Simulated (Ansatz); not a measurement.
Crystal: Co.

```xyz
2
Lattice="2.4720 0.0000 0.0000 -1.2360 2.1408 0.0000 0.0000 0.0000 4.0211" Properties=species:S:1:pos:R:3 pbc="T T T"
Co    1.2360    0.7136    3.0159
Co    0.0000    1.4272    1.0053
```

A run of Ansatz 0.2.0 on this cell left the log below. Logs are shortened: lines on timing, memory, paths and dates and some standing lists are left out, and cuts for length are marked.

```text
Warning: RAYON_NUM_THREADS=2 ignored (pool sized by the plan → 2); use --threads N
LAPW: plane waves up to 9.095 Å⁻¹, error target 1.0e-3 eV per atom; small_component_spin mean_spin; Co in spheres of 1.233 Å, 17 of its electrons in bands, Dirac shells [] (how accurate: hamiltonian.pseudopotentials.lapw.basis_error, Limitations)
Engine: ansatz 0.2.0, aarch64-unknown-linux-gnu
Pseudopotentials: kind: all_electron
Pseudopotential: Co, LAPW, valence charge 17, lapw/all_electron/scalar/gaussian/Co, Koelling and Harmon's equation, gaussian nucleus
Functional definition: PBEsol
  exchange = pbesol_x
  correlation = pbesol_c
Crystal: 2 atoms, lattice volume = 21.280 Å³
Basis set: ecut = 315.1384648011803 eV, 287 PW (Γ), exchange–correlation at level 2
Bands: 23, of which v1, the nominal top of the filled ones, is band 17 counted from 1 (16 counted from 0)
Symmetry: 24 space group operations
Space group: P63/mmc (ITA 194), of the structure as read, at distance tolerance 2.8e-5 Å
Magnetic group: BNS 194.263 (UNI 1493), of the structure as read, at distance tolerance 2.8e-5 Å
k-points: 76 of 1008
Non-local potential: Co, projectors of the file, none
Initial density: superposition of atomic densities (chi_scale 0.1, normalization cell)
Starting moments: Σ|m| = 4 μB on 2 of 2 sites
Initial wavefunctions: plane waves of lowest kinetic energy (no species holds an atomic orbital)
Functional: x = pbesol(κ = 0.804, μ = 0.12345679012345678), c = pbesol(β = 0.046)
iter 1 solved again at ethr=3.04e-5 eV; its pass at ethr=1.00e-1 eV (dr2=1.03e-2 eV) is discarded
SCF iter   1: F=—  HF=-75768.711379 eV  |F-HF|=—  |Δ(HF+E_count)|=         —  Δρ=1.85e-2 (↑1.85e-2 ↓1.85e-2)  dr2=1.04e-2  dr2_m=6.26e-2  M=3.244 μB ∫|m|=3.360 μB  β_m=0.30  ethr=3.04e-5  ⟨swp⟩=3.4  Hψ=27100  notcnv=0
Mixer restart at iter 1: flushing history
preconditioner: auto → none  [metal: Δε(μ)=0.004 eV  Ē_g=9.766 eV  σ=0.050 eV  W_gap=0.02  n_scr=8 (ndim 8)  ℏωp=34.2 eV  f_vac=0.000  D(μ)=1.94/eV (n_scr^D=22)  sad-step TF]
SCF iter   2: F=—  HF=-75768.777775 eV  |F-HF|=—  |Δ(HF+E_count)|=   6.64e-2  Δρ=1.33e-2 (↑1.30e-2 ↓1.33e-2)  dr2=6.34e-3  dr2_m=3.18e-2  M=3.233 μB ∫|m|=3.385 μB  β_m=0.43  ethr=3.04e-5  ⟨swp⟩=2.5  Hψ=9974  notcnv=0
SCF iter   3: F=—  HF=-75768.833120 eV  |F-HF|=—  |Δ(HF+E_count)|=   5.53e-2  Δρ=6.24e-3 (↑5.99e-3 ↓6.24e-3)  dr2=1.59e-3  dr2_m=6.57e-3  M=3.203 μB ∫|m|=3.414 μB  β_m=0.44  ethr=1.86e-5  ⟨swp⟩=3.0  Hψ=10917  notcnv=0
iter 4 solved again at ethr=3.02e-7 eV; its pass at ethr=4.67e-6 eV (dr2=1.03e-4 eV) is discarded
SCF iter   4: F=—  HF=-75768.853020 eV  |F-HF|=—  |Δ(HF+E_count)|=   1.99e-2  Δρ=1.48e-3 (↑1.14e-3 ↓1.48e-3)  dr2=1.02e-4  dr2_m=2.98e-4  M=3.193 μB ∫|m|=3.450 μB  β_m=0.72  ethr=3.02e-7  ⟨swp⟩=2.0  Hψ=17408  notcnv=0
SCF iter   5: F=—  HF=-75768.855560 eV  |F-HF|=—  |Δ(HF+E_count)|=   2.54e-3  Δρ=2.09e-4 (↑1.64e-4 ↓2.09e-4)  dr2=1.09e-6  dr2_m=6.28e-6  M=3.198 μB ∫|m|=3.482 μB  β_m=0.77  ethr=3.01e-7  ⟨swp⟩=3.0  Hψ=10974  notcnv=0
SCF iter   6: F=—  HF=-75768.855622 eV  |F-HF|=—  |Δ(HF+E_count)|=   6.18e-5  Δρ=2.54e-5 (↑2.54e-5 ↓1.96e-5)  dr2=1.06e-7  dr2_m=6.42e-8  M=3.198 μB ∫|m|=3.487 μB  β_m=0.83  ethr=3.21e-9  ⟨swp⟩=3.1  Hψ=11013  notcnv=0
SCF iter   7: F=—  HF=-75768.855622 eV  |F-HF|=—  |Δ(HF+E_count)|=   5.32e-7  Δρ=5.39e-6 (↑2.56e-6 ↓5.39e-6)  dr2=4.03e-9  dr2_m=2.22e-9  M=3.198 μB ∫|m|=3.487 μB  β_m=0.84  ethr=3.11e-10  ⟨swp⟩=2.9  Hψ=10114  notcnv=0
SCF iter   8: F=-75768.855622 eV  HF=-75768.855622 eV  |F-HF|=1.32e-9  |Δ(HF+E_count)|=   3.15e-8  Δρ=1.49e-6 (↑7.67e-7 ↓1.49e-6)  dr2=2.35e-10  dr2_m=1.92e-10  M=3.198 μB ∫|m|=3.487 μB  ethr=1.19e-11  ⟨swp⟩=3.0  Hψ=10484  notcnv=0
SCF 1 converged in 8 iterations: F = -75768.855622 eV  dr2 = 2.35e-10
NSCF: frozen V_eff on 71 k-points
SCF converged after 8 iterations
Magnetization: 3.1984 μB (18.5992 up, 15.4008 down)
Absolute magnetization: 3.4872 μB (∫|ρ↑−ρ↓|)
Spin contamination: 0.0486 ħ² per cell (⟨S²⟩ above its minimum at these occupations)
Per-site moments (μB) at R_I (Å): [(1.6475210694768325, 1.2328146238691469), (1.6475210694768325, 1.2328146238691469)]
Free energy (F): -75768.855622 eV
Harris-Foulkes:  -75768.855622 eV  (|F-HF|=1.32e-9)
Internal energy: -75768.839813 eV  (E = F + TS)
E sigma→0 (E₀):  -75768.847718 eV
Entropy (-TS):   -0.015809 eV (-7.905 meV/atom)
Fermi energy:    19.347736 eV
--- Per-component energies (eV) ---
  E_band       = -463.143181
  E_kinetic    = 76885.199940
  E_xc         = -3181.844523
  E_electrostatic = -149472.195230  (all electrons and nuclei)
  E_smearing   = -0.015809  (= −TS)
  E_closure    = 0.000000  (closes the sum)
  E_atoms      = -75750.878730  (free atoms, spherical and without spin; not in F)
  Σ components = -75768.855622   (vs F -75768.855622, Δ=0.00e0)
  Basis errors (estimates in eV, not in F): energy 2.2e-4 per atom: plane waves 2.1e-4 (1.1e-4 summed), levels above the bands 2.3e-87, relativity 1.8e-8, radial functions 7.2e-6, core shells 1.0e-9; eigenvalues (radial functions only) 9.9e-7; not estimated: angular momenta, meshes, grids; target (lapw.basis_error) 1.0e-3; muffin-tin radii Co 1.233 Å
--- Forces (eV/Å), atoms counted from 1 ---
  atom   1  Co    -0.00000000    -0.00000000     0.00000000
  atom   2  Co    -0.00000000     0.00000000     0.00000000
  max |Σ_I F_I| component: 2.31e-17 eV/Å
--- Stress (GPa, compression-positive) ---
       -4.903773       0.000000       0.000000
        0.000000      -4.903773       0.000000
        0.000000       0.000000      -7.718281
  P = ⅓ Tr σ = -5.8419 GPa (-58.419 kbar)
--- Band table (eV; the first three rows and the last of 152) ---
  k-point 0 ↑: bands = ["-76.4046", "-76.3432", "-39.9555", "-39.6480", "-39.6480", "-39.6039", "-39.5981", "-39.5981", "10.1651", "14.0469", "16.6782", "16.7373", "16.7373", "17.0585", "17.0585", "17.4482", "17.4482", "18.5772", "18.5772", "19.0435", "25.7233", "41.2829", "44.1190"]
  k-point 1 ↑: bands = ["-76.4016", "-76.3463", "-39.9384", "-39.6456", "-39.6456", "-39.6216", "-39.6006", "-39.6006", "10.3723", "13.9951", "16.6239", "16.6874", "16.6874", "17.0029", "17.0029", "17.5727", "17.5727", "18.3054", "18.5648", "18.5648", "26.8768", "41.1765", "42.9623"]
  k-point 2 ↑: bands = ["-76.3931", "-76.3548", "-39.8901", "-39.6709", "-39.6386", "-39.6386", "-39.6075", "-39.6075", "10.9741", "13.7101", "16.4870", "16.6269", "16.6269", "16.8699", "16.8699", "17.0931", "17.8410", "17.8410", "18.5044", "18.5044", "29.4475", "39.3987", "41.6041"]
  k-point 75 ↓: bands = ["-74.3031", "-74.3031", "-37.9186", "-37.9186", "-37.8567", "-37.8315", "-37.6915", "-37.6915", "16.6079", "16.6868", "16.7095", "16.7095", "17.5651", "17.5651", "19.0419", "19.3103", "20.4680", "20.4680", "25.7785", "25.7785", "26.9007", "28.1552", "29.8160"]
```

Q: What input gives this log?

A: Band structure with PBEsol, collinear spin, ferromagnetic start. The files as run (others can give the same):

input.yaml
```yaml
crystal:
  lattice:
    - [2.4719999032, 0.0, 0.0]
    - [-1.2359999516, 2.1408147143, 0.0]
    - [0.0, 0.0, 4.02114408]
  atoms:
    - { symbol: Co, position: [0.6666666667, 0.3333333333, 0.75], spin: 2.0 }
    - { symbol: Co, position: [0.3333333333, 0.6666666667, 0.25], spin: 2.0 }
kpoints:
  mp_grid: { grid: [12, 12, 7] }
  band_path:
    path:
      - [0.0, 0.0, 0.0]
      - [0.5, 0.0, 0.0]
      - [0.3333333333, 0.3333333333, 0.0]
      - [0.0, 0.0, 0.0]
      - [0.0, 0.0, 0.5]
      - [0.5, 0.0, 0.5]
      - [0.3333333333, 0.3333333333, 0.5]
      - [0.0, 0.0, 0.5]
    npoints: 10
scf:
  occupations: { method: fermi_dirac, width: 0.05 }
hamiltonian:
  xc: pbesol
  pseudopotentials: { kind: all_electron, lapw: { basis_error: 0.001 } }
magnetization:
  spin_polarized: true
output:
  forces: true
  stress: true
  eigenvalues: true
```

Potentials or basis: all-electron LAPW, scalar-relativistic.
Run with:
```console
$ ansatz run input.yaml --threads 2 --pin off --max-ram 6144MiB --backend cpu --events-out ev --progress --plain --runs-dir out
```
